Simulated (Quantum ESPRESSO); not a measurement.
TiC:

```
CELL_PARAMETERS angstrom
0.00000 2.16572 2.16572
2.16572 0.00000 2.16572
2.16572 2.16572 0.00000
ATOMIC_POSITIONS crystal
Ti 0.00000 0.00000 0.00000
C 0.50000 0.50000 0.50000
```

The cell is a database's computed one.

Base run:

```yaml
Program: Quantum ESPRESSO 7.5
Functional: PBEsol
Potentials_or_basis: SSSP 1.3 efficiency PBE
Cutoff: 748 eV
Density_cutoff: 5987 eV
k_mesh: 11 × 11 × 11
Occupations: fermi-dirac, width 0.05 eV
Spin: no spin polarisation
Hubbard_terms: Ti d U = 6 eV
```

Its results: band gap on the k mesh none (metal or under the smearing width); pressure 5.5 GPa.

Question: The run is repeated on the same cell with these changes: hubbard terms from Ti d U = 6 eV to Ti d U = 3 eV. What comes out?

Answer: Band gap on the k mesh none (metal or under the smearing width); pressure -1.1 GPa.

Caveats: the potentials were made for another functional, which shifts forces and pressure; U without spin polarisation on a metal has little footing; the U is typed as a test and isn't derived for this compound.

Not every run made on this cell is shown here.
